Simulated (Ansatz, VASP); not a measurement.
One calculation of CoSi, two programs

```
Co Si
1.0
     4.43074    0.00000    0.00000
     0.00000    4.43074    0.00000
     0.00000    0.00000    4.43074
Co Si
4 4
Direct
  0.14503 0.14503 0.14503
  0.35497 0.85497 0.64503
  0.64503 0.35497 0.85497
  0.85497 0.64503 0.35497
  0.84319 0.84319 0.84319
  0.65681 0.15681 0.34319
  0.34319 0.65681 0.15681
  0.15681 0.34319 0.65681
```

Alike in both runs: task single point; functional PBE; k mesh 6 × 6 × 6; occupations fermi-dirac, width 0.02 eV; no spin polarisation.

```csv
,VASP,Ansatz
version,VASP 6.6.1,Ansatz 0.2.0
potentials or method,"VASP PAW PBE potentials, release 64 (Co, Si)","plane waves, PAW"
plane-wave cutoff (eV),520,420
valence electrons in the cell,52,84
```

Ansatz gave:

```
pressure (GPa) : 0.0
```

**Question.** Estimate VASP's values.

**Answer.** Pressure (GPa): -0.1.

The functional is the same, so the differences come from potentials, cutoffs and numerics. The two sets of potentials don't hold the same shells in valence.

Spin polarisation is off, so any magnetic state and its effect on volume and gap are missing.
